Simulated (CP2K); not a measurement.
Runs of CP2K 2026.2 on Sb. It takes space group P2_1/m (No. 11, monoclinic). The conventional cell has a = 3.122 Å, b = 4.348 Å, c = 4.406 Å, α = 90.00°, β = 90.51°, γ = 90.00°. Sb (site symmetry m) has 6 Sb at 3.04 to 3.15 Å as nearest neighbours. This isn't the form of Sb at room conditions, which is rhombohedral.

```tsv
task	level	potentials or basis	cell	k mesh	smearing	k points reduced by the point group	NGRIDS	basis sets	potentials	points a segment of the path (NPOINTS)	gap on the mesh (eV)	pressure (GPa)	relaxed volume (Å³/atom)	largest force (eV/Å)
band structure	TASK	POTENTIAL_UZH Sb GTH-SCAN-q5; TZVP-MOLOPT-SCAN-GTH basis	as given	9 × 6 × 6	fermi-dirac 0.01 eV	yes	5	Sb TZVP-MOLOPT-SCAN-GTH-q5	Sb GTH-SCAN-q5 of POTENTIAL_UZH	10	none	0.0	-	(b)
band structure	LDA	GTH_POTENTIALS Sb GTH-PADE-q5; TZVP-MOLOPT-PBE-GTH basis	as given	9 × 6 × 6	fermi-dirac 0.0259 eV	yes	5	Sb TZVP-MOLOPT-PBE-GTH-q5	Sb GTH-PADE-q5 of GTH_POTENTIALS	8	none	-2.9	-	0.04
relaxation of cell and atoms	LDA	GTH_POTENTIALS Sb GTH-PADE-q5; TZVP-MOLOPT-PBE-GTH basis	relaxed	7 × 5 × 5	fermi-dirac 0.01 eV	-	4	Sb TZVP-MOLOPT-PBE-GTH-q5	Sb GTH-PADE-q5 of GTH_POTENTIALS	-	none	0.0	(a)	-
band structure	r2SCAN	POTENTIAL_UZH Sb GTH-SCAN-q5; TZVP-MOLOPT-SCAN-GTH basis	as given	9 × 6 × 6	fermi-dirac 0.1 eV	yes	5	Sb TZVP-MOLOPT-SCAN-GTH-q5	Sb GTH-SCAN-q5 of POTENTIAL_UZH	10	none	-1.5	-	0.05
band structure	SCAN	POTENTIAL_UZH Sb GTH-SCAN-q5; TZVP-MOLOPT-SCAN-GTH basis	as given	9 × 6 × 6	fermi-dirac 0.01 eV	yes	4	Sb TZVP-MOLOPT-SCAN-GTH-q5	Sb GTH-SCAN-q5 of POTENTIAL_UZH	8	none	-0.9	-	0.05
relaxation of cell and atoms	LDA	GTH_POTENTIALS Sb GTH-PADE-q5; TZVP-MOLOPT-PBE-GTH basis	relaxed	7 × 5 × 5	fermi-dirac 0.01 eV	-	5	Sb TZVP-MOLOPT-PBE-GTH-q5	Sb GTH-PADE-q5 of GTH_POTENTIALS	-	none	0.0	28.17	0.02
```

Alike in all rows: no spin polarisation.

Task: Fill in the values left out.

Result: (a) 28.19; (b) 0.12.

Caveats: the basis of atomic orbitals isn't converged, which shifts pressures, moduli and gaps; the potentials were made for another functional, which shifts forces and pressure (some runs).

A k mesh can miss the band edges, and the runs leave out spin-orbit coupling on Sb.

A gap of «none» marks a metal or a gap under the smearing width.

Not every run made on this cell is shown here.
